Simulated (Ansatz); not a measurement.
The system is MoS2.

```
Mo S
1.0
     3.56395    0.00000    0.00000
    -1.78197    3.08647    0.00000
     0.00000    0.00000    5.74939
Mo S
1 2
Direct
  0.00000 0.00000 0.00000
  0.33333 0.66667 0.25200
  0.66667 0.33333 0.74800
```

Measurements of this composition are mostly on another form, of space group No. 194.

Base run:

- Program: Ansatz 0.2.0
- Functional: PBEsol
- Potentials or basis: Ansatz PAW
- Cutoff: 420 eV (not typed: the program's choice for these potentials)
- k mesh: 6 × 6 × 4
- Occupations: gaussian, width 0.05 eV
- Spin: collinear spin, ferromagnetic start
- Starting moments: [1.0, 0.0, 0.0] μB
- Hubbard terms: Mo d U = 7 eV

Its results: pressure -0.5 GPa; site moments Mo +2.26; S -0.40 μB; largest force 0.023 eV/Å.

Task: The run is repeated on the same cell with these changes: moments at the start from [1.0, 0.0, 0.0] to [4.0, 0.0, 0.0]; fixed moment from none to 4 μB. What comes out?

Result: Pressure 3.5 GPa; site moments Mo +2.30; S +0.30 μB; largest force 0.029 eV/Å.

Caveats: the magnetic or orbital state may not be the lowest; this functional lacks dispersion, which binds the layers, so the pressure and a relaxed spacing across them are unreliable; the PAW data sets come from PBE, with cores solved anew for the run's functional, which leaves a small shift of forces and pressure; the total moment is fixed, so each spin has its own Fermi level (some runs); the thresholds are loose for stress (some runs).
